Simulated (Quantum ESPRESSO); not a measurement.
Crystal: TiAl3.

```
Ti Al
1.0
    -1.91111    1.91111    4.28067
     1.91111   -1.91111    4.28067
     1.91111    1.91111   -4.28067
Ti Al
1 3
Direct
  0.00000 0.00000 0.00000
  0.25000 0.75000 0.50000
  0.75000 0.25000 0.50000
  0.50000 0.50000 0.00000
```

The cell comes from a database or a generator and needn't be the stable form of this composition.

```yaml
Program: Quantum ESPRESSO 7.5
Task: Wannier functions
Functional: PBE
Potentials_or_basis: GBRV 1.5 PBE
Cutoff: 612 eV
Density_cutoff: 4898 eV
k_mesh: 8 × 8 × 8
Occupations: fermi-dirac, width 0.05 eV
Spin: no spin polarisation
Mixing_beta: 0.5
Most_SCF_iterations: 120
SCF_threshold: 8e-10 Ry
k_mesh_for_the_Wannier_functions: 6 × 6 × 6
Projections: Ti spd, Al sp
```

Start: atomic projections with disentanglement, frozen window up to 3.0 eV over the reference level; the lowest 4 bands are left out. The reference level is the Fermi level, or the middle of the gap.

Question: With atomic projections with disentanglement, how many functions result, how localised are they, and how well do they interpolate the bands?

Answer: 21 functions with spreads from 0.98 to 1.91 Å², 34.1 Å² in all; they miss the direct bands by 6 meV (root mean square).

Wannier functions:
| function | nearest atom | distance (Å) | spread (Å²) | on-site energy from the reference level (eV) |
| --- | --- | --- | --- | --- |
| 1 | 1 Ti | 0.95 | 1.90 | 3.23 |
| 2 | 1 Ti | 0.95 | 1.90 | 3.21 |
| 3 | 1 Ti | 0.86 | 1.88 | 3.21 |
| 4 | 1 Ti | 0.95 | 1.91 | 3.25 |
| 5 | 1 Ti | 0.02 | 1.07 | 1.82 |
| 6 | 1 Ti | 0.86 | 1.88 | 3.19 |
| 7 | 1 Ti | 0.95 | 1.90 | 3.23 |
| 8 | 1 Ti | 0.57 | 1.78 | 3.01 |
| 9 | 1 Ti | 0.05 | 0.98 | 1.92 |
| 10 | 2 Al | 0.93 | 1.48 | 4.30 |
| 11 | 2 Al | 0.93 | 1.48 | 4.28 |
| 12 | 2 Al | 0.93 | 1.49 | 4.33 |
| 13 | 2 Al | 0.93 | 1.48 | 4.33 |
| 14 | 3 Al | 0.93 | 1.47 | 4.25 |
| 15 | 3 Al | 0.93 | 1.49 | 4.32 |
| 16 | 3 Al | 0.93 | 1.49 | 4.36 |
| 17 | 3 Al | 0.93 | 1.48 | 4.30 |
| 18 | 4 Al | 0.58 | 1.80 | 4.91 |
| 19 | 4 Al | 0.62 | 1.60 | 5.01 |
| 20 | 4 Al | 0.58 | 1.80 | 4.95 |
| 21 | 4 Al | 0.58 | 1.80 | 4.94 |

Parts of the spread (Å²): invariant 27.74, diagonal 0.010, off-diagonal 6.31, total 34.07. Against the direct bands the interpolation misses by 6 meV (root mean square) and 32 meV at most, for states up to 1 eV over the reference level.

Caveat: the Wannier minimisation didn't converge.
